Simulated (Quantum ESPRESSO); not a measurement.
Runs of Quantum ESPRESSO 7.5 on ZrS2. The structure is trigonal, space group P-3m1 (No. 164). The conventional cell has a = 3.691 Å, b = 3.691 Å, c = 6.041 Å, α = 90.00°, β = 90.00°, γ = 120.00°. Zr (site symmetry -3m) is surrounded by 6 S at 2.57 Å. Around S (site symmetry 3m) lie 3 Zr at 2.57 Å. The cell is a database's computed one.

```csv
task,level,potentials or basis,spin,cell,k mesh,cutoff (eV),smearing,SCF threshold,q mesh for exact exchange,cutoff for exact exchange,share of exact exchange,mesh quality,pressure (GPa),largest force (eV/Å)
dielectric tensor,PBE,PseudoDojo 0.4.1 SR PBE standard,off,as given,"8 × 8 × 4, shifted",898,fermi-dirac 0.05 eV,6e-10 Ry,-,-,-,not flagged,0.5,0.05
single point,PBE,SG15 PBE 1.2,off,as given,4 × 4 × 2,898,fermi-dirac 0.05 eV,6e-10 Ry,-,-,-,coarse,(a),(b)
dielectric tensor,PBE,PseudoDojo 0.4 FR PBE standard,"SOC, no magnetisation",as given,"8 × 8 × 4, shifted",898,fermi-dirac 0.05 eV,6e-10 Ry,-,-,-,not flagged,0.6,0.06
phonons,PBE,JTH 2.0 PBE,off,relaxed,"6 × 6 × 4, shifted",490,fermi-dirac 0.05 eV,6e-10 Ry,-,-,-,not flagged,-0.1,-
phonons,PBEsol,GBRV 1.5 PBEsol,off,relaxed,"6 × 6 × 4, shifted",612,fermi-dirac 0.05 eV,6e-10 Ry,-,-,-,not flagged,0.0,-
```

Problem. Fill in the values left out.

Solution. (a) 0.9; (b) 0.04.

Caveats: some runs use coarse meshes; this functional lacks dispersion, which binds the layers, so the pressure and a relaxed spacing across them are unreliable; the layers were relaxed without a dispersion term, so their spacing and the soft interlayer modes are unreliable (some runs); the cutoff is low for these files, which shifts pressure and relaxed volume (some runs).
